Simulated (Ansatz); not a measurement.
**What moves the pressure of Cd?**

```xyz
2
Lattice="2.9789 0.0000 0.0000 -1.4894 2.5798 0.0000 0.0000 0.0000 5.6177" Properties=species:S:1:pos:R:3 pbc="T T T"
Cd    0.0000    1.7199    1.4044
Cd    1.4894    0.8599    4.2132
```

Atoms are numbered in the order listed.

Conventional cell: a = 2.979 Å, b = 2.979 Å, c = 5.618 Å, α = 90.00°, β = 90.00°, γ = 120.00°. Cd (atom 1) is surrounded by 12 Cd at 2.98 to 3.29 Å.

The cell is COD entry 9008490, as deposited and not checked against the literature; nothing was relaxed.

Computed with DFT, PBE, all-electron LAPW, scalar-relativistic in Ansatz 0.2.0.

Settings: a Γ-centred 16×16×7 k mesh, Fermi–Dirac smearing of 0.05 eV, basis error target 1 meV/atom, no spin polarisation.

In this reference run the pressure is 2.9 GPa (positive in compression). Each change below is made alone, on the same k mesh, with fractional coordinates held unless an atom is moved; x, y and z are the Cartesian axes.

**Question.** Order the changes by the shift of the pressure, most negative first.
A. z strained by -1.5 % at fixed volume
B. no relativity
C. volume scaled by 1.03
D. atom 1 (Cd) moved by (0.1155, 0.1155, 0.1155) Å
E. functional lda
F. volume scaled by 0.97

**Answer.** E (-7.3 GPa), C (-1.7 GPa), A (-0.3 GPa), D (+0.3 GPa), F (+2.1 GPa), B (+3.4 GPa).
